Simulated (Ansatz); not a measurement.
**Ruthenium, diamond under m-r²SCAN: structure, energy and stiffness**

What does m-r²SCAN give for ruthenium in the diamond structure? We relax it, solve it on a dense k-mesh, then scale the cell to 7 volumes from 88 to 112 % of the relaxed one and try a fit of the equation of state. The start is ferromagnetic. The k-meshes are 10×10×10 for the relaxation; 16×16×16 for the dense run; 11×11×11 for the volumes.

This is Ru in the diamond structure; at room conditions it is hcp.

Computed with Ansatz 0.2.0 (DFT m-r2SCAN, plane waves (500 eV) with PAW, scalar-relativistic; PBE-made PAW files; m-r²SCAN is r²SCAN on the gauge-invariant kinetic-energy density, unless a step says otherwise).

## 1. Starting point

The structure is cubic, space group Fd-3m (No. 227). Conventional cell: a = 5.270 Å, b = 5.270 Å, c = 5.270 Å, α = 90.00°, β = 90.00°, γ = 90.00°. Ru (site symmetry -43m) has 4 Ru at 2.28 Å as nearest neighbours.

As a file:

```cif
data_structure
_symmetry_space_group_name_H-M 'Fd-3m:1'
_symmetry_Int_Tables_number 227
_cell_length_a 5.2703
_cell_length_b 5.2703
_cell_length_c 5.2703
_cell_angle_alpha 90.000
_cell_angle_beta 90.000
_cell_angle_gamma 90.000
_cell_volume 146.39
loop_
_atom_site_label
_atom_site_type_symbol
_atom_site_symmetry_multiplicity
_atom_site_Wyckoff_symbol
_atom_site_fract_x
_atom_site_fract_y
_atom_site_fract_z
_atom_site_occupancy
Ru1 Ru 8 b 0.75000 0.75000 0.75000 1
```

Starting moments (μB): +1 ×2.

## 2. Geometry optimisation

The input, input.yaml:

```yaml
crystal:
  lattice:
    - [0.0, 2.635171402, 2.635171402]
    - [2.635171402, 0.0, 2.635171402]
    - [2.635171402, 2.635171402, 0.0]
  atoms:
    - { symbol: Ru, position: [0.125, 0.125, 0.125], spin: 1.0 }
    - { symbol: Ru, position: [0.875, 0.875, 0.875], spin: 1.0 }
hamiltonian:
  xc: mr2scan
  pseudopotentials:
    kind: paw
    azcp:
      Ru: "pseudopotentials/Ru.paw.azcp"
basis:
  ecutwfc: 500
  fft_grid_basis: typed
kpoints:
  mp_grid: { grid: [10, 10, 10], shift: [0, 0, 0] }
magnetization:
  spin_polarized: true
scf:
  occupations: { method: fermi_dirac, width: 0.05 }
relax:
  max_steps: 60
  f_tol: 0.01
  cell: {}
```

Run with:

```sh
ansatz run input.yaml --threads 2 --pin off --max-ram 6144MiB --backend cpu --events-out ev --progress --plain --runs-dir out
```

Log:

```text
Warning: RAYON_NUM_THREADS=2 ignored (pool sized by the plan → 2); use --threads N
Engine: ansatz 0.2.0, x86_64-unknown-linux-gnu
Pseudopotentials: kind: paw
Pseudopotential: Ru, paw, valence charge 16, recommended cutoff 500 eV (meta_gga), <dir>
Functional definition: m-r2SCAN
  exchange = m_r2scan_x
  correlation = m_r2scan_c
Crystal: 2 atoms, lattice volume = 36.598 Å³
Basis set: ecut = 500 eV, 941 PW (Γ), exchange–correlation on 120×120×120 points (64 copies of the dense FFT grid, shifted against one another)
Bands: 21, of which v1, the nominal top of the filled ones, is band 16 counted from 1 (15 counted from 0)
Symmetry: 48 space group operations
Space group: Fd-3m (ITA 227), of the structure as read, at distance tolerance 3.3e-5 Å
Magnetic group: BNS 227.128 (UNI 1630), of the structure as read, at distance tolerance 3.3e-5 Å
k-points: 47 of 1000
Non-local potential: Ru, projectors of the file, l = 0: 3, l = 1: 2, l = 2: 2, l = 3: 1
PAW form: soft (Blöchl's): semilocal exchange-correlation on the pseudo side does not see the compensation charge
PAW frozen core: Ru, regenerated for the run's functional (the file was generated under x = pbe(κ = 0.804, μ = 0.2195149727645171), c = pbe(β = 0.06672455060314922))
PAW one-centre angular grid: Ru, 590 points (default); XC on 160 Gauss nodes
Initial density: superposition of atomic densities (chi_scale 0.1, normalization cell)
Starting moments: Σ|m| = 2 μB on 2 of 2 sites
Initial wavefunctions: pseudopotential atomic-orbital guess
Functional: x = mr2scan, c = mr2scan; τ floored in thin density (d = 2e-4 eV/Å³)
SCF iter   1: F=—  HF=-11779.072268 eV  |F-HF|=—  |Δ(HF+E_count)|=         —  Δρ=5.55e-2 (↑5.55e-2 ↓3.15e-2)  dr2=1.62e0  dr2_τ=3.25e-2  dr2_m=1.99e-1  M=0.961 μB ∫|m|=0.961 μB  β_m=0.58  ethr=3.10e-3  ⟨swp⟩=5.7  Hψ=8418  notcnv=0
Mixer restart at iter 1: flushing history
preconditioner: auto → Kerker (q_TF=auto, 2.668 Å⁻¹)  [metal: Δε(μ)=0.018 eV  Ē_g=7.062 eV  σ=0.050 eV  W_gap=0.09  n_scr=14 (ndim 8)  ℏωp=24.6 eV  f_vac=0.000  D(μ)=2.24/eV (n_scr^D=14)]
spin=Collinear: Kerker preconditioning applied to the charge; magnetization (m = ρ↑ − ρ↓) channel mixes plain (no charge-response kernel on spin).
SCF iter   2: F=—  HF=-11778.577058 eV  |F-HF|=—  |Δ(HF+E_count)|=   4.95e-1  Δρ=3.45e-2 (↑3.45e-2 ↓2.21e-2)  dr2=6.26e-1  dr2_τ=1.12e-2  dr2_m=6.70e-2  M=0.757 μB ∫|m|=0.763 μB  β_m=1.00  ethr=3.10e-3  ⟨swp⟩=2.0  Hψ=3127  notcnv=0  defer=22  κ⁻¹=1.0e0(r=1)
SCF iter   3: F=—  HF=-11778.682041 eV  |F-HF|=—  |Δ(HF+E_count)|=   1.05e-1  Δρ=1.04e-2 (↑1.04e-2 ↓9.19e-3)  dr2=5.80e-2  dr2_τ=2.10e-3  dr2_m=2.37e-3  M=0.403 μB ∫|m|=0.428 μB  β_m=1.00  ethr=1.96e-3  ⟨swp⟩=2.6  Hψ=3382  notcnv=0  defer=23  κ⁻¹=5.2e-2(r=2)
SCF iter   4: F=—  HF=-11778.964291 eV  |F-HF|=—  |Δ(HF+E_count)|=         —  Δρ=1.26e-2 (↑1.11e-2 ↓1.26e-2)  dr2=2.80e-2  dr2_τ=4.47e-3  dr2_m=3.58e-2  M=-0.027 μB ∫|m|=0.028 μB  β_m=0.30  ethr=1.81e-4  ⟨swp⟩=2.5  Hψ=3066  notcnv=0  defer=23
Mixer restart at iter 4: flushing history
SCF iter   5: F=—  HF=-11778.949259 eV  |F-HF|=—  |Δ(HF+E_count)|=   1.50e-2  Δρ=8.96e-3 (↑7.63e-3 ↓8.96e-3)  dr2=1.91e-2  dr2_τ=4.35e-4  dr2_m=1.59e-2  M=-0.008 μB ∫|m|=0.014 μB  β_m=0.42  ethr=8.76e-5  ⟨swp⟩=1.0  Hψ=2008  notcnv=0  defer=23  κ⁻¹=1.0e0(r=1)
SCF iter   6: F=—  HF=-11778.941478 eV  |F-HF|=—  |Δ(HF+E_count)|=   7.78e-3  Δρ=3.23e-3 (↑2.55e-3 ↓3.23e-3)  dr2=6.71e-3  dr2_τ=1.02e-4  dr2_m=9.60e-4  M=-0.006 μB ∫|m|=0.007 μB  β_m=0.33  ethr=5.97e-5  ⟨swp⟩=1.6  Hψ=2467  notcnv=0  defer=23  κ⁻¹=1.3e-1(r=2)
SCF iter   7: F=—  HF=-11778.941620 eV  |F-HF|=—  |Δ(HF+E_count)|=   1.42e-4  Δρ=1.50e-3 (↑1.50e-3 ↓1.22e-3)  dr2=1.84e-3  dr2_τ=1.36e-5  dr2_m=2.97e-4  M=-0.001 μB ∫|m|=0.001 μB  β_m=1.00  ethr=2.10e-5  ⟨swp⟩=1.5  Hψ=2315  notcnv=0  defer=23  κ⁻¹=7.3e-3(r=3)
SCF iter   8: F=—  HF=-11778.941959 eV  |F-HF|=—  |Δ(HF+E_count)|=   3.39e-4  Δρ=3.98e-4 (↑3.98e-4 ↓3.94e-4)  dr2=1.77e-4  dr2_τ=3.15e-6  dr2_m=3.38e-7  M=0.001 μB ∫|m|=0.001 μB  β_m=0.40  ethr=5.73e-6  ⟨swp⟩=2.0  Hψ=2723  notcnv=0  defer=24  κ⁻¹=2.6e-4(r=4)
SCF iter   9: F=—  HF=-11778.942003 eV  |F-HF|=—  |Δ(HF+E_count)|=   4.46e-5  Δρ=2.58e-4 (↑2.58e-4 ↓2.57e-4)  dr2=6.20e-5  dr2_τ=1.06e-6  dr2_m=5.93e-7  M=0.001 μB ∫|m|=0.001 μB  β_m=0.39  ethr=5.53e-7  ⟨swp⟩=1.0  Hψ=1999  notcnv=0  defer=24  κ⁻¹=2.2e-4(r=5)
SCF iter  10: F=—  HF=-11778.942062 eV  |F-HF|=—  |Δ(HF+E_count)|=   5.82e-5  Δρ=1.09e-4 (↑1.09e-4 ↓9.68e-5)  dr2=6.88e-6  dr2_τ=1.62e-7  dr2_m=7.38e-7  M=0.000 μB ∫|m|=0.001 μB  β_m=0.40  ethr=1.94e-7  ⟨swp⟩=2.8  Hψ=3685  notcnv=0  defer=24  κ⁻¹=5.5e-5(r=6)
SCF iter  11: F=—  HF=-11778.942068 eV  |F-HF|=—  |Δ(HF+E_count)|=   6.21e-6  Δρ=6.59e-5 (↑6.59e-5 ↓6.22e-5)  dr2=2.85e-6  dr2_τ=6.05e-8  dr2_m=1.96e-7  M=0.000 μB ∫|m|=0.000 μB  β_m=0.77  ethr=2.15e-8  ⟨swp⟩=1.6  Hψ=2192  notcnv=0  defer=24  κ⁻¹=2.1e-5(r=7)
SCF iter  12: F=—  HF=-11778.942071 eV  |F-HF|=—  |Δ(HF+E_count)|=   2.78e-6  Δρ=1.40e-5 (↑1.40e-5 ↓1.30e-5)  dr2=6.03e-8  dr2_τ=4.95e-9  dr2_m=2.72e-8  M=-0.000 μB ∫|m|=0.000 μB  β_m=0.79  ethr=8.90e-9  ⟨swp⟩=2.1  Hψ=2914  notcnv=0  defer=24  κ⁻¹=1.4e-6(r=8)
SCF iter  13: F=—  HF=-11778.942071 eV  |F-HF|=—  |Δ(HF+E_count)|=   1.66e-7  Δρ=5.62e-6 (↑5.51e-6 ↓5.62e-6)  dr2=1.20e-8  dr2_τ=6.83e-10  dr2_m=1.64e-9  M=-0.000 μB ∫|m|=0.000 μB  β_m=1.00  ethr=1.88e-10  ⟨swp⟩=2.0  Hψ=3341  notcnv=0  defer=24  κ⁻¹=1.1e-6(r=8)
SCF iter  14: F=—  HF=-11778.942071 eV  |F-HF|=—  |Δ(HF+E_count)|=   1.84e-8  Δρ=3.74e-6 (↑3.65e-6 ↓3.74e-6)  dr2=5.36e-9  dr2_τ=3.61e-10  dr2_m=1.53e-10  M=-0.000 μB ∫|m|=0.000 μB  β_m=1.00  ethr=3.76e-11  ⟨swp⟩=2.4  Hψ=3287  notcnv=0  defer=24  κ⁻¹=2.0e-7(r=8)
SCF iter  15: F=—  HF=-11778.942071 eV  |F-HF|=—  |Δ(HF+E_count)|=   2.81e-8  Δρ=1.21e-6 (↑8.75e-7 ↓1.21e-6)  dr2=3.99e-10  dr2_τ=2.69e-11  dr2_m=1.55e-10  M=0.000 μB ∫|m|=0.000 μB  β_m=0.87  ethr=1.68e-11  ⟨swp⟩=2.0  Hψ=6132  notcnv=0  κ⁻¹=8.8e-8(r=8)
SCF iter  16: F=—  HF=-11778.942071 eV  |F-HF|=—  |Δ(HF+E_count)|=  7.57e-10  Δρ=7.36e-7 (↑6.46e-7 ↓7.36e-7)  dr2=1.02e-10  dr2_τ=1.10e-11  dr2_m=7.93e-11  M=0.000 μB ∫|m|=0.000 μB  β_m=0.55  ethr=1.25e-12  ⟨swp⟩=2.0  Hψ=3864  notcnv=0  κ⁻¹=1.8e-7(r=8)
SCF iter  17: F=-11778.942071 eV  HF=-11778.942071 eV  |F-HF|=8.73e-11  |Δ(HF+E_count)|=   1.06e-9  Δρ=3.14e-7 (↑2.70e-7 ↓3.14e-7)  dr2=2.32e-11  dr2_τ=1.32e-12  dr2_m=1.13e-11  M=0.000 μB ∫|m|=0.000 μB  ethr=1.00e-12  ⟨swp⟩=2.0  Hψ=3864  notcnv=0
WARN: the starting moments were not kept: the SCF closed with an absolute magnetisation of 2.1e-6 μB, where they sum to 2 μB in size (2 sites). That is at most 0.1 of that sum. Measured as dr2_m measures the in/out step, that magnetisation stands 4.3e-13 eV from none, at or under the dr2_threshold of 1.0e-7 eV: it is no larger than a step whose dr2_m would equal this threshold. The system may hold no moment; this SCF shows only that its start led to no more than that. To try another start: raise the starting moments (crystal.atoms[].spin, magnetization.per_species, magnetization.initial_magnetization, or on a non-collinear deck that types none of these the spinor_matrix: blocks that start its atoms; where the total moment is fixed, keep their sum and leave initial_magnetization as it is; typed ones take the place of any that the run laid by itself, positive ones on a crystal's lanthanoids without a Hubbard term where scf.initial_density.shell_occupations: [] is typed) or, if the notice of its spin-set hold's release reads "site moments contracting" or "site moments show no strong build", lengthen the hold (scf.mixing.spin_hold: { on: { confirm: 4 } }; for m-r²SCAN on two components see the key's manual first). Each may lead to a state that holds a moment. A second SCF, from the converged charge density, with the starting moments and any scf.initial_density.shell_occupations laid on it anew, would have followed, and was not run: the deck does not ask for one (magnetization.retry_lost_moments is false, the default). To let it run, set magnetization.retry_lost_moments: true and run the deck again, where that key's refused combinations let it; where memory then withholds it, that run's warning says so.
SCF 1 converged in 17 iterations: F = -11778.942071 eV  dr2 = 2.32e-11
relax step   1: F+E_penalty+E_count = -11778.94207076 eV  Δ(F+E_penalty+E_count) = +0.000e0 eV  max|allowed force component| = 2.776e-17 eV/Å  Δτ_max = 0.0000 Å  P = +17.276 GPa  Ω = 36.598 Å³  (17 SCF iters, dr2 threshold 1.00e-7 eV, accepted)
[... 26 lines left out ...]
relax step   2: F+E_penalty+E_count = -11779.07634007 eV  Δ(F+E_penalty+E_count) = -1.343e-1 eV  max|allowed force component| = 2.220e-16 eV/Å  Δτ_max = 0.0000 Å  P = -4.554 GPa  Ω = 40.743 Å³  energy of the carried Pulay correction = -2.541e-3 eV  (15 SCF iters, dr2 threshold 2.00e-7 eV, accepted)
[... 17 lines left out ...]
relax step   3: F+E_penalty+E_count = -11779.09248727 eV  Δ(F+E_penalty+E_count) = -1.615e-2 eV  max|allowed force component| = 2.313e-16 eV/Å  Δτ_max = 0.0000 Å  P = -0.672 GPa  Ω = 39.803 Å³  energy of the carried Pulay correction = -1.989e-3 eV  (11 SCF iters, dr2 threshold 2.00e-7 eV, accepted)
[... 15 lines left out ...]
relax step   4: F+E_penalty+E_count = -11779.09289301 eV  Δ(F+E_penalty+E_count) = -4.057e-4 eV  max|allowed force component| = 2.729e-16 eV/Å  Δτ_max = 0.0000 Å  P = -0.009 GPa  Ω = 39.654 Å³  energy of the carried Pulay correction = -1.900e-3 eV  (10 SCF iters, dr2 threshold 2.00e-7 eV, accepted)
[... 16 lines left out ...]
relax step   5: F+E_penalty+E_count = -11779.09505630 eV  Δ(F+E_penalty+E_count) = -2.163e-3 eV  max|allowed force component| = 2.498e-16 eV/Å  Δτ_max = 0.0000 Å  P = +0.012 GPa  Ω = 39.654 Å³  stress off target by 1.16e-2 GPa  SCF on the basis re-selected at this cell (its energy is not comparable with the rows above)  (11 SCF iters)
basis re-selected at this cell: Δ(F+E_penalty+E_count) = -2.163e-3 eV, ΔP = +0.021 GPa vs the last step (what re-selecting the basis moved, of the pressure what is left beyond the Pulay correction that the steps carried, after the strain that the cell walked since its last selection, with what the two solves' SCF thresholds leave and, on support functions, any second-order correction that the steps lacked; it is no measure of the basis error at this ecutwfc). This SCF's stress stands 1.16e-2 GPa from its target on what of the cell is left free (relax.cell.stress_tol is 5.00e-2 GPa) and its largest allowed force component is 2.50e-16 eV/Å (relax.f_tol is 1.00e-2 eV/Å): within both
SCF converged after 11 iterations
Stability not checked: this state was not tested for a lower state beside it, because the mixer in use, unlike msr1, does not test its closes by its own steps (another_mixer; see scf.mixing.algorithm and scf.lower_state_search)
Magnetization: 0.0000 μB (16.0000 up, 16.0000 down)
Absolute magnetization: 0.0000 μB (∫|ρ↑−ρ↓|, with the PAW one-centre terms)
Spin contamination: 0.0000 ħ² per cell (⟨S²⟩ above its minimum at these occupations)
Per-site moments (μB) at R_I (Å): [(-1.75765624405896e-9, 0.9668820977813957), (-1.7576561800921844e-9, 0.9668820977813957)]
Free energy (F): -11779.095056 eV
Harris-Foulkes:  -11779.095056 eV  (|F-HF|=0.00e0)
Internal energy: -11779.082617 eV  (E = F + TS)
E sigma→0 (E₀):  -11779.088837 eV
Entropy (-TS):   -0.012439 eV (-6.220 meV/atom)
Fermi energy:    14.555664 eV
--- Per-component energies (eV) ---
  E_band       = -409.255075
  E_kinetic    = 1030.510654
  E_local      = -3833.005299  (includes V_loc(G=0)·N_el)
  E_nonlocal   = 690.417819
  E_hartree    = 1328.030983
  E_xc         = -365.864175
  E_vxc        = -529.820965  (∫ρ·V_xc dr)
  E_paw        = -6960.177517  (= ΣΔE_a)
  E_vpaw       = -460.834029  (= ΣTr[D̂ρ^β])
  E_aug_tail   = 0.000169  (compensation charges beyond the density's cutoff)
  E_vtau       = 37.414718  (kinetic-family band-sum trace: ∫τ·v_τ [+ j·A + Jᵃ·Aᵃ] dr)
  E_ewald      = -3668.373341
  E_core_change = -0.621911  (= ΣΔE_core)
  E_smearing   = -0.012439  (= −TS)
  E_closure    = 0.000000  (closes the sum)
  Σ components = -11779.095056   (vs F -11779.095056, Δ=0.00e0)
--- Forces (eV/Å), atoms counted from 1 ---
  atom   1  Ru    -0.00000000    -0.00000000    -0.00000000
  atom   2  Ru     0.00000000     0.00000000     0.00000000
  max |Σ_I F_I| component: 8.33e-17 eV/Å
--- Stress (GPa, compression-positive) ---
        0.011633      -0.000000      -0.000000
       -0.000000       0.011633      -0.000000
       -0.000000      -0.000000       0.011633
  P = ⅓ Tr σ = 0.0116 GPa (0.116 kbar)
--- Relaxed structure (4 steps of the walk, 4 accepted, 1 SCFs on fresh bases) ---
  F+E_penalty+E_count = -11779.09505630 eV   max|allowed force component| = 2.498e-16 eV/Å   (the final SCF, on the basis selected at the relaxed cell)
  cell:  # Å, volume = 39.6540 Å³
    - [1.4012273376702373e-34, 2.7065679487453034, 2.7065679487453034]
    - [2.7065679487453034, 1.6432574777464333e-33, 2.7065679487453034]
    - [2.7065679487453034, 2.7065679487453034, 1.554088470033155e-33]
  atoms:
    - { symbol: Ru, position: [0.125, 0.125, 0.125] }
    - { symbol: Ru, position: [0.8749999999999999, 0.8749999999999999, 0.8749999999999999] }
```

It took 45 s on 2 threads of AMD EPYC 7R43 (Zen 3), shared host; peak memory 0.52 GiB.

The walk, from the log:

```tsv
step	energy change (meV/atom)	largest force (eV/Å)	pressure (GPa)	volume (Å³/atom)
1	0.00	0.0000	17.28	18.299
2	-67.13	0.0000	-4.55	20.371
3	-75.21	0.0000	-0.67	19.901
4	-75.41	0.0000	-0.01	19.827
5	-76.49	0.0000	0.01	19.827
```

Steps that repeat a cell are solved on a basis chosen anew, so their changes of energy are no gain of the relaxation.

Changes in the cell that was computed:

|  | before | after | change |
| --- | --- | --- | --- |
| a (Å) | 3.727 | 3.828 | +2.7 % |
| b (Å) | 3.727 | 3.828 | +2.7 % |
| c (Å) | 3.727 | 3.828 | +2.7 % |
| volume (Å³/atom) | 18.299 | 19.827 | +8.4 % |
| shortest distance (Å) | 2.282 | 2.344 | +2.7 % |
| space group (spins left aside) | Fd-3m | Fd-3m | same |

## 3. Single point on a dense mesh

The input, input.yaml:

```yaml
crystal:
  lattice:
    - [0.0, 2.7065679487, 2.7065679487]
    - [2.7065679487, 0.0, 2.7065679487]
    - [2.7065679487, 2.7065679487, 0.0]
  atoms:
    - { symbol: Ru, position: [0.125, 0.125, 0.125], spin: 1.0 }
    - { symbol: Ru, position: [0.875, 0.875, 0.875], spin: 1.0 }
hamiltonian:
  xc: mr2scan
  pseudopotentials:
    kind: paw
    azcp:
      Ru: "pseudopotentials/Ru.paw.azcp"
basis:
  ecutwfc: 500
  fft_grid_basis: typed
kpoints:
  mp_grid: { grid: [16, 16, 16], shift: [0, 0, 0] }
magnetization:
  spin_polarized: true
scf:
  occupations: { method: fermi_dirac, width: 0.05 }
```

Run with:

```sh
ansatz run input.yaml --threads 2 --pin off --max-ram 6144MiB --backend cpu --events-out ev --progress --plain --runs-dir out
```

Log (excerpt; [...] marks lines left out):

```text
Warning: RAYON_NUM_THREADS=2 ignored (pool sized by the plan → 2); use --threads N
[...]
[... 3 set-up lines as earlier in the session ...]
[...]
Crystal: 2 atoms, lattice volume = 39.654 Å³
Basis set: ecut = 500 eV, 965 PW (Γ), exchange–correlation on 120×120×120 points (64 copies of the dense FFT grid, shifted against one another)
Bands: 21, of which v1, the nominal top of the filled ones, is band 16 counted from 1 (15 counted from 0)
[... 1 set-up line as earlier in the session ...]
Space group: Fd-3m (ITA 227), of the structure as read, at distance tolerance 3.4e-5 Å
Magnetic group: BNS 227.128 (UNI 1630), of the structure as read, at distance tolerance 3.4e-5 Å
k-points: 145 of 4096
[...]
Starting moments: Σ|m| = 2 μB on 2 of 2 sites
[...]
SCF iter  17: F=-11779.092614 eV  HF=-11779.092614 eV  |F-HF|=1.09e-10  |Δ(HF+E_count)|=  3.89e-10  Δρ=2.80e-7 (↑2.80e-7 ↓2.73e-7)  dr2=3.66e-11  dr2_τ=2.13e-12  dr2_m=3.43e-12  M=0.000 μB ∫|m|=0.000 μB  ethr=1.00e-12  ⟨swp⟩=1.0  Hψ=17976  notcnv=0
[...]
WARN: the starting moments were not kept: the SCF closed with an absolute magnetisation of 1.4e-6 μB, where they sum to 2 μB in size (2 sites). That is at most 0.1 of that sum. Measured as dr2_m measures the in/out step, that magnetisation stands 4.6e-13 eV from none, at or under the [...]
this state was not tested for a lower state beside it, because the mixer in use, unlike msr1, does not test its closes by its own steps (another_mixer; see scf.mixing.algorithm and scf.lower_state_search)
SCF converged after 17 iterations
Magnetization: 0.0000 μB (16.0000 up, 16.0000 down)
Absolute magnetization: 0.0000 μB (∫|ρ↑−ρ↓|, with the PAW one-centre terms)
Spin contamination: 0.0000 ħ² per cell (⟨S²⟩ above its minimum at these occupations)
Per-site moments (μB) at R_I (Å): [(4.463635385957026e-7, 0.966882097765211), (4.463635386437743e-7, 0.966882097765211)]
Free energy (F): -11779.092614 eV
[...]
E sigma→0 (E₀):  -11779.085544 eV
Entropy (-TS):   -0.014141 eV (-7.070 meV/atom)
Fermi energy:    14.547308 eV
[...]
```

Run time: 28 s. Hardware: 2 threads of AMD EPYC 7R43 (Zen 3), shared host; peak memory 0.59 GiB.

## 4. At 88 % of the relaxed volume

The input, input.yaml:

```yaml
crystal:
  lattice:
    - [0.0, 2.5936606828, 2.5936606828]
    - [2.5936606828, 0.0, 2.5936606828]
    - [2.5936606828, 2.5936606828, 0.0]
  atoms:
    - { symbol: Ru, position: [0.125, 0.125, 0.125], spin: 1.0 }
    - { symbol: Ru, position: [0.875, 0.875, 0.875], spin: 1.0 }
hamiltonian:
  xc: mr2scan
  pseudopotentials:
    kind: paw
    azcp:
      Ru: "pseudopotentials/Ru.paw.azcp"
basis:
  ecutwfc: 500
  fft_grid_basis: typed
kpoints:
  mp_grid: { grid: [11, 11, 11], shift: [0, 0, 0] }
magnetization:
  spin_polarized: true
scf:
  occupations: { method: fermi_dirac, width: 0.05 }
  lower_state_search: "off"
output:
  stress: true
```

Run with:

```sh
ansatz run input.yaml --threads 2 --pin off --max-ram 6144MiB --backend cpu --events-out ev --progress --plain --runs-dir out
```

Log (excerpt; [...] marks lines left out):

```text
Warning: RAYON_NUM_THREADS=2 ignored (pool sized by the plan → 2); use --threads N
[...]
[... 3 set-up lines as earlier in the session ...]
[...]
Crystal: 2 atoms, lattice volume = 34.896 Å³
Basis set: ecut = 500 eV, 893 PW (Γ), exchange–correlation on 108×108×108 points (64 copies of the dense FFT grid, shifted against one another)
Bands: 21, of which v1, the nominal top of the filled ones, is band 16 counted from 1 (15 counted from 0)
[... 2 set-up lines as earlier in the session ...]
Magnetic group: BNS 227.128 (UNI 1630), of the structure as read, at distance tolerance 3.3e-5 Å
k-points: 56 of 1331
[...]
Starting moments: Σ|m| = 2 μB on 2 of 2 sites
[...]
WARN: the starting moments were not kept: the SCF closed with an absolute magnetisation of 5.5e-6 μB, where they sum to 2 μB in size (2 sites). That is at most 0.1 of that sum. Measured as dr2_m measures the in/out step, that magnetisation stands 1.0e-11 eV from none, at or under the [...]
this state was not tested for a lower state beside it, because the mixer in use, unlike msr1, does not test its closes by its own steps (another_mixer; see scf.mixing.algorithm and scf.lower_state_search)
SCF converged after 18 iterations
Magnetization: -0.0000 μB (16.0000 up, 16.0000 down)
Absolute magnetization: 0.0000 μB (∫|ρ↑−ρ↓|, with the PAW one-centre terms)
Spin contamination: 0.0000 ħ² per cell (⟨S²⟩ above its minimum at these occupations)
Per-site moments (μB) at R_I (Å): [(-2.239825992772166e-6, 0.9265476165419481), (-2.239825992829509e-6, 0.9265476165419481)]
Free energy (F): -11778.685675 eV
[...]
E sigma→0 (E₀):  -11778.678914 eV
Entropy (-TS):   -0.013523 eV (-6.762 meV/atom)
Fermi energy:    17.313752 eV
[...]
--- Stress (GPa, compression-positive) ---
       30.753346      -0.000000      -0.000000
        0.000000      30.753346       0.000000
       -0.000000       0.000000      30.753346
  P = ⅓ Tr σ = 30.7533 GPa (307.533 kbar)
```

Wall time 24 s (2 threads of AMD EPYC 7R43 (Zen 3), shared host); peak memory 0.47 GiB.

(Part 1 of 2 ends here.)
